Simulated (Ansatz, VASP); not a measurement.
# Al: VASP beside Ansatz

File INCAR:

```
SYSTEM = Al
ALGO     = Fast           ! electronic algorithm
EDIFF    = 1E-7           ! SCF threshold, eV
ENCUT    = 520            ! plane-wave cutoff, eV
GGA      = PE             ! functional
ISIF     = 2              ! what is computed and relaxed
ISMEAR   = 0              ! smearing method
LASPH    = .True.         ! aspherical terms in the spheres
LCHARG   = .False.        ! write CHGCAR
LREAL    = .False.        ! projectors in reciprocal space
LWAVE    = .False.        ! write WAVECAR
NBANDS   = 14             ! bands
NELM     = 100            ! most SCF steps
PREC     = Accurate       ! precision mode
SIGMA    = 0.1            ! smearing width, eV
```

Contents of KPOINTS:

```
k-points
0
Gamma
  15 15 4
  0 0 0
```

POSCAR

```
Al
1.0
    2.8270770242      0.0000000000      0.0000000000
   -1.4135385121      2.4483205214      0.0000000000
    0.0000000000      0.0000000000      9.1859930700
Al
4
Direct
    0.0000000000      0.0000000000      0.0000000000
    0.3333333300      0.6666666700      0.2500000000
    0.0765831101      0.1531662202      0.5000000000
    0.6666666700      0.3333333300      0.7500000000
```

Input for Ansatz:

```yaml
crystal:
  lattice:
    - [2.8270770242, 0.0, 0.0]
    - [-1.4135385121, 2.4483205214, 0.0]
    - [0.0, 0.0, 9.18599307]
  atoms:
    - { symbol: Al, position: [0.0, 0.0, 0.0] }
    - { symbol: Al, position: [0.33333333, 0.66666667, 0.25] }
    - { symbol: Al, position: [0.0765831101, 0.1531662202, 0.5] }
    - { symbol: Al, position: [0.66666667, 0.33333333, 0.75] }
basis:
  ecutwfc: 420
kpoints:
  mp_grid: { grid: [15, 15, 4] }
hamiltonian:
  xc: pbe
scf:
  occupations: { method: gaussian, width: 0.1 }
output:
  forces: true
  stress: true
  eigenvalues: true
```

Change from the starting cell: one atom moved.

Alike in both runs: task single point; functional PBE; k mesh 15 × 15 × 4; occupations gaussian, width 0.1 eV; no spin polarisation.

```csv
,VASP,Ansatz
version,VASP 6.6.1,Ansatz 0.2.0
potentials or method,"VASP PAW PBE potentials, release 64 (Al)","scalar-relativistic, plane waves, PAW"
plane-wave cutoff (eV),520,420
valence electrons in the cell,12,12
```

VASP gave:

- gap on the k mesh at the Fermi level (eV): none
- pressure (GPa): 4.0
- largest component of the traceless stress (GPa): 2.01
- rms of the force components (eV/Å): 0.158

Q: Which values does Ansatz return?

A: gap on the k mesh at the Fermi level (eV): none; pressure (GPa): 4.1; largest component of the traceless stress (GPa): 2.00; rms of the force components (eV/Å): 0.158.

Atom by atom the forces differ by 0.000 eV/Å (rms over components). A gap of «none» marks a metal or a gap that the smearing closes. The functional is the same, so the differences come from potentials, cutoffs and numerics.
